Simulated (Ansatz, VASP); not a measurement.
**BP: VASP beside Ansatz**

```
P B
1.0
     0.00000    2.26900    2.26900
     2.26900    0.00000    2.26900
     2.26900    2.26900    0.00000
P B
1 1
Cartesian
  3.4035 3.4035 3.4035
  0.0000 0.0000 0.0000
```

Alike in both runs: functional PBEsol; k mesh 10 × 10 × 10; occupations gaussian, width 0.05 eV; no spin polarisation.

|  | VASP | Ansatz |
| --- | --- | --- |
| version | VASP 6.6.1 | Ansatz 0.2.0 |
| potentials or method | VASP PAW PBE potentials, release 64 (P, B), cutoff 520 eV | all-electron LAPW, scalar-relativistic |
| task | single point | density of states |

```tsv
	VASP	Ansatz	Ansatz less VASP
gap on the k mesh at the Fermi level (eV)	1.13	1.14	+0.006
least direct gap on the mesh (eV)	3.36	3.37	+0.008
pressure (GPa)	-1.9	-2.0	-0.15
```

Ansatz ran all-electron here, so the differences hold the error of VASP's frozen core and of both bases.

Caveats: the PAW data sets were made with another functional, which shifts forces and pressure a little (VASP); the density of states is complete only up to the lowest level of the last band computed (Ansatz). A k mesh can miss the band edges.
